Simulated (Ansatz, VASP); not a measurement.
## TaN: VASP beside Ansatz

INCAR

```
SYSTEM = TaN
PREC     = Accurate       ! precision mode
ENCUT    = 520            ! plane-wave cutoff, eV
EDIFF    = 1E-6           ! SCF threshold, eV
ISMEAR   = -1             ! smearing method
SIGMA    = 0.02           ! smearing width, eV
LREAL    = .False.        ! projectors in reciprocal space
LASPH    = .True.         ! aspherical terms in the spheres
NELM     = 100            ! most SCF steps
ALGO     = Normal         ! electronic algorithm
ISIF     = 2              ! what is computed and relaxed
LWAVE    = .False.        ! write WAVECAR
LCHARG   = .False.        ! write CHGCAR
GGA      = PS             ! functional
NBANDS   = 15             ! bands
```

Contents of KPOINTS:

```
Automatic mesh
0
Gamma
  12 12 10
  0 0 0
```

File POSCAR:

```
TaN
1.0
    2.9670898479      0.0000000000      0.0000000000
   -1.4835449240      2.5695751837      0.0000000000
    0.0000000000      0.0000000000      2.9115464110
Ta N
1 1
Direct
    0.3333333333      0.6666666667      0.5000000000
    0.0000000000      0.0000000000      0.0000000000
```

Input for Ansatz:

```yaml
crystal:
  lattice:
    - [2.9670898479, 0.0, 0.0]
    - [-1.483544924, 2.5695751837, 0.0]
    - [0.0, 0.0, 2.911546411]
  atoms:
    - { symbol: Ta, position: [0.3333333333, 0.6666666667, 0.5] }
    - { symbol: "N", position: [0.0, 0.0, 0.0] }
kpoints:
  mp_grid: { grid: [12, 12, 10] }
scf:
  occupations: { method: fermi_dirac, width: 0.02 }
hamiltonian:
  xc: pbesol
  pseudopotentials: { kind: all_electron, lapw: { basis_error: 0.0005 } }
output:
  forces: true
  stress: true
  eigenvalues: true
```

Change from the starting cell: volume scaled by 1.03.

Alike in both runs: task single point; functional PBEsol; k mesh 12 × 12 × 10; occupations fermi-dirac, width 0.02 eV; no spin polarisation.

|  | VASP | Ansatz |
| --- | --- | --- |
| version | VASP 6.6.1 | Ansatz 0.2.0 |
| potentials or method | VASP PAW PBE potentials, release 64 (Ta_pv, N) | all-electron LAPW, scalar-relativistic |
| plane-wave cutoff (eV) | 520 | see its input |

```tsv
	VASP	Ansatz	Ansatz less VASP
pressure (GPa)	-13.7	-14.2	-0.49
largest component of the traceless stress (GPa)	0.82	0.93	+0.105
```

Ansatz ran all-electron here, so the differences hold the error of VASP's frozen core and of both bases.

Caveats: the PAW data sets were made with another functional, which shifts forces and pressure a little (VASP). Spin-orbit coupling is left out, which matters for the levels of Ta.
